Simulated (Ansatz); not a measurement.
## Si2Ni in Ansatz: convergence with k mesh

Input of the first run (k mesh 3 × 3 × 3); the others differ in this setting and in those tied to it:

input.yaml

```yaml
crystal:
  lattice:
    - [0.0, 2.703, 2.703]
    - [2.703, 0.0, 2.703]
    - [2.703, 2.703, 0.0]
  atoms:
    - { symbol: Ni, position: [0.0, 0.0, 0.0], spin: 1.0 }
    - { symbol: Si, position: [0.75, 0.75, 0.75] }
    - { symbol: Si, position: [0.25, 0.25, 0.25] }
hamiltonian:
  xc: pbe
  pseudopotentials: { kind: nc }
magnetization:
  spin_polarized: true
kpoints:
  mp_grid: { grid: [3, 3, 3] }
scf:
  occupations: { method: cold, width: 0.05 }
output:
  forces: true
  stress: true
  eigenvalues: true
```

Potentials or basis: Ansatz NC.

Launch:

```console
$ ansatz run input.yaml --threads 2 --pin off --max-ram 5632MiB --backend cpu --events-out ev --progress --plain --runs-dir out
```

Hardware: 2 threads of AMD EPYC 9R45 96-Core Processor (Zen 5), on a shared host.

```tsv
k mesh	energy less the tightest run, at zero smearing (meV/atom)	pressure (GPa)	absolute moment (μB)	SCF cycles	CPU time (s)	peak memory (GiB)
3 × 3 × 3	99.78	1.00	0.26	16	1.8	0.41
4 × 4 × 4	39.42	4.28	0.25	15	2.2	0.44
5 × 5 × 5	14.85	3.85	0.03	21	3.7	0.46
6 × 6 × 6	2.21	3.81	0.09	18	4.2	0.5
8 × 8 × 8	1.93	2.80	0.00	18	7.7	0.54
10 × 10 × 10	-0.15	3.34	0.00	17	11	0.61
12 × 12 × 12	0.83	3.12	0.00	16	15	0.71
14 × 14 × 14	0.00	3.39	0.00	16	22	0.81
```

Against the tightest run, the energy stays within 1 meV/atom from 10 × 10 × 10 on; the absolute moment stays within 0.02 μB from 8 × 8 × 8 on. Not settled before the last step: the pressure (to 0.1 GPa). Meshes of other sizes hit other points, so gaps and Fermi surfaces needn't settle smoothly. The tightest run that finished is the yardstick and may itself not be fully converged.

Caveat, for the tightest run too: the starting moments weren't kept.
